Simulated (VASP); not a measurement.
## HfB2: single point with PBE+D4

HfB2:

```xyz
3
Lattice="3.1327 0.0000 0.0000 -1.5663 2.7130 0.0000 0.0000 0.0000 3.4792" Properties=species:S:1:pos:R:3 pbc="T T T"
Hf    0.0000    0.0000    0.0000
B     0.0000    1.8087    1.7396
B     1.5663    0.9043    1.7396
```

The cell comes from a database or a generator and needn't be the stable form of this composition.

```json
{
 "Program": "VASP 6.6.1",
 "Task": "single point",
 "Functional": "PBE",
 "Dispersion": "D4",
 "Potentials or basis": "VASP PAW PBE potentials, release 64 (Hf_pv, B)",
 "Cutoff": "520 eV",
 "k mesh": "6 × 6 × 4",
 "Occupations": "gaussian, width 0.1 eV",
 "Spin": "no spin polarisation",
 "Dipole correction": "no",
 "Further INCAR settings": "ALGO = Normal; EDIFF = 1e-06; NBANDS = 15"
}
```

```json
{
  "Pressure": "-3.3 GPa",
  "Band gap on the k mesh": "none (metal or under the smearing width)",
  "Dispersion energy per atom": "-0.310 eV"
}
```

Stress tensor (GPa, compression positive):
```
-1.55  0.00  0.00
 0.00 -1.55  0.00
 0.00  0.00 -6.85
```

Levels at points of the mesh, in eV from the Fermi level:
```tsv
k point	band 5	band 6	band 7	band 8	band 9	band 10	band 11	band 12
(0.00, 0.00, 0.00)	-2.67	-2.54	-2.54	-2.45	4.40	4.40	5.03	5.03
(0.50, 0.00, 0.00)	-8.71	-3.81	-3.09	-2.52	2.46	3.09	5.96	6.15
(0.00, 0.00, 0.50)	-8.03	-0.84	-0.84	0.69	0.69	1.38	1.38	2.56
(0.50, 0.00, 0.50)	-7.18	-4.63	-4.36	-2.31	4.38	4.50	6.68	7.57
```

Run time: 11 s on 1 thread of Intel(R) Xeon(R) Platinum 8375C CPU @ 2.90GHz (Ice Lake) (shared host), peak memory 0.15 GiB.

Caveat: the k mesh is coarse (spacing up to 0.45 Å⁻¹), so the values aren't converged; pairwise dispersion overbinds metals, which lowers pressure and volume. The run has no spin-orbit coupling, so splittings on Hf are missing.
